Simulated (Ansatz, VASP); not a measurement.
This is a calculation of Ag for Ansatz 0.2.0.

The input input.yaml:

```yaml
crystal:
  lattice:
    - [0.0, 2.04275, 2.04275]
    - [2.04275, 0.0, 2.04275]
    - [2.04275, 2.04275, 0.0]
  atoms:
    - { symbol: Ag, position: [0.0, 0.0, 0.0] }
kpoints:
  mp_grid: { grid: [11, 11, 11] }
scf:
  occupations: { method: gaussian, width: 0.014 }
hamiltonian:
  xc: pbe
  pseudopotentials: { kind: all_electron, lapw: { basis_error: 0.001 } }
output:
  forces: true
  stress: true
  eigenvalues: true
```

Potentials or basis: all-electron LAPW, scalar-relativistic.

The run is started by

```console
$ ansatz run input.yaml --threads 1 --pin off --max-ram 3072MiB --backend cpu --events-out ev --progress --plain --runs-dir out
```

Question: Translate it to VASP 6.6.1. Potentials there: VASP PAW PBE potentials, release 64 (Ag).

Answer: As run (the cutoff follows the program's own potentials):

Contents of INCAR:

```
SYSTEM = Ag
  ALGO = Normal
  EDIFF = 1E-6
  ENCUT = 520
  GGA = PE
  ISIF = 2
  ISMEAR = 0
  LASPH = .True.
  LCHARG = .False.
  LREAL = .False.
  LWAVE = .False.
  NBANDS = 12
  NELM = 60
  PREC = Accurate
  SIGMA = 0.014
```

KPOINTS

```
k-points
0
Gamma
  11 11 11
  0 0 0
```

POSCAR

```
Ag
1.0
    0.0000000000      2.0427500000      2.0427500000
    2.0427500000      0.0000000000      2.0427500000
    2.0427500000      2.0427500000      0.0000000000
Ag
1
Direct
    0.0000000000      0.0000000000      0.0000000000
```

Potentials or basis: VASP PAW PBE potentials, release 64 (Ag).

Command:

```sh
$ cat potpaw_PBE.64/Ag/POTCAR > POTCAR
$ mpirun -np 1 vasp_std > vasp.out
```

Both were run:

|  | VASP | Ansatz | Ansatz less VASP |
| --- | --- | --- | --- |
| gap on the k mesh at the Fermi level (eV) | none | none | - |
| pressure (GPa) | 4.1 | 4.3 | +0.16 |

A gap of «none» marks a metal or a gap that the smearing closes. Ansatz ran all-electron here, so the differences hold the error of VASP's frozen core and of both bases.
